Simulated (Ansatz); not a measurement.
Runs of Ansatz 0.2.0 on HfB2. It takes space group P6/mmm (No. 191, hexagonal). Conventional cell: a = 3.140 Å, b = 3.140 Å, c = 3.480 Å, α = 90.00°, β = 90.00°, γ = 120.00°. Around Hf (site symmetry 6/mmm) lie 12 B at 2.51 Å. B (site symmetry -6m2) has 3 B at 1.81 Å as nearest neighbours. 

```csv
task,level,potentials or basis,spin,U,cell,k mesh,cutoff (eV),smearing,points for each segment of the path,double counting,hubbard projectors,other keys,mesh quality,gap on the mesh (eV),pressure (GPa)
band structure,LDA+U,JTH PAW LDA,off,Hf d U = 8.0 eV,as given,12 × 12 × 10,1230,fermi-dirac 0.1 eV,14,fll,ortho-atomic (the default),kpoints.mp_grid.grid = 12 × 12 × 10; …,not flagged,none,-1.2
electric field gradients,RPBE+D3(BJ)+U,Ansatz PAW,off,Hf d U = 4.5 eV,as given,10 × 10 × 8,420,gaussian 0.05 eV,-,fll,all-electron-atomic,scf.mixing.preconditioner = local_kerker,not flagged,none,-35.5
projected density of states,BHLYP,Ansatz PAW,"SOC, no magnetisation",-,as given,6 × 6 × 5,420,gaussian 0.01 eV,-,-,-,-,coarse,none,(a)
relaxation of cell and atoms,LDA+U,JTH PAW LDA,off,Hf d U = 7 eV,relaxed,10 × 10 × 8,1230,methfessel-paxton 0.1 eV,-,fll,all-electron-ortho-atomic,scf.eigensolver.kind = davidson,not flagged,-,0.0
projected density of states,HSE03,JTH PAW LDA,off,-,"atoms moved at random, drawn with an rms of 0.02 Å",6 × 6 × 5,1230,gaussian 0.05 eV,-,-,-,-,coarse,none,-1.8
```

Task: Estimate the missing entries.

Result: (a) 2.1.

Caveats: some runs use coarse meshes; the U is typed as a test and isn't derived for this compound (some runs); U without spin polarisation on a metal has little footing (some runs); the PAW data sets come from PBE, with cores solved anew for the run's functional, which leaves a small shift of forces and pressure (some runs); the thresholds are loose for stress (some runs); spin-orbit coupling is left out, which moves the levels of the heavy elements (some runs); a pressure of tens of GPa on the cell as given is suspect, and the run, the potentials or the cell itself is likely at fault (some runs); pairwise dispersion overbinds metals, which lowers pressure and volume (some runs).

A k mesh can miss the band edges, and rows without SOC leave out spin-orbit coupling on Hf.

A gap of «none» marks a metal or a gap under the smearing width.

The runs don't all hold the same shells in valence.

Runs at the PBE level aren't shown here.
